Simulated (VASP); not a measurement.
Set up this calculation in VASP 6.6.1, as the native input.

```
Task                   : electric field gradients
Functional             : PBEsol
Potentials or basis    : VASP PAW PBE potentials, release 64 (Ga_d, N)
Cutoff                 : 520 eV
k mesh                 : 12 × 12 × 7
Occupations            : fermi-dirac, width 0.02 eV
Spin                   : no spin polarisation
Further INCAR settings : ALGO = Fast; EDIFF = 1e-07
```

The structure of GaN lies in POSCAR:

```
GaN
1.0
    3.1800000000      0.0000000000      0.0000000000
   -1.5900000000      2.7539607840      0.0000000000
    0.0000000000      0.0000000000      5.1660000000
Ga N
2 2
Direct
    0.3333333333      0.6666666667      0.0000000000
    0.6666666667      0.3333333333      0.5000000000
    0.3333333333      0.6666666667      0.3750000000
    0.6666666667      0.3333333333      0.8750000000
```

These files were run (other wordings do the same):

INCAR

```
PREC     = Accurate       # precision mode
ENCUT    = 520            # plane-wave cutoff, eV
EDIFF    = 1E-7           # SCF threshold, eV
ISMEAR   = -1             # smearing method
SIGMA    = 0.02           # smearing width, eV
LREAL    = False          # projectors in reciprocal space
LASPH    = True           # aspherical terms in the spheres
NELM     = 100            # most SCF steps
ALGO     = Fast           # electronic algorithm
ISIF     = 2              # what is computed and relaxed
LWAVE    = False          # write WAVECAR
LCHARG   = False          # write CHGCAR
GGA      = PS             # functional
LEFG     = True
```

KPOINTS

```
regular mesh
0
Gamma
  12 12 7
```

Potentials or basis: VASP PAW PBE potentials, release 64 (Ga_d, N).

Launch:

```sh
$ cat potpaw_PBE.64/Ga_d/POTCAR potpaw_PBE.64/N/POTCAR > POTCAR
$ mpirun -np 1 vasp_std > vasp.out
```

Results of the run:

```json
{"Pressure": "0.7 GPa", "Largest force": "0.131 eV/Å", "Band gap on the k mesh": "1.93 eV, direct"}
```

Caveat: the PAW data sets were made with another functional, which shifts forces and pressure a little.

It took 36 s on 1 thread of Intel(R) Xeon(R) 6975P-C (Granite Rapids), with other jobs on the host, peak memory 0.19 GiB.
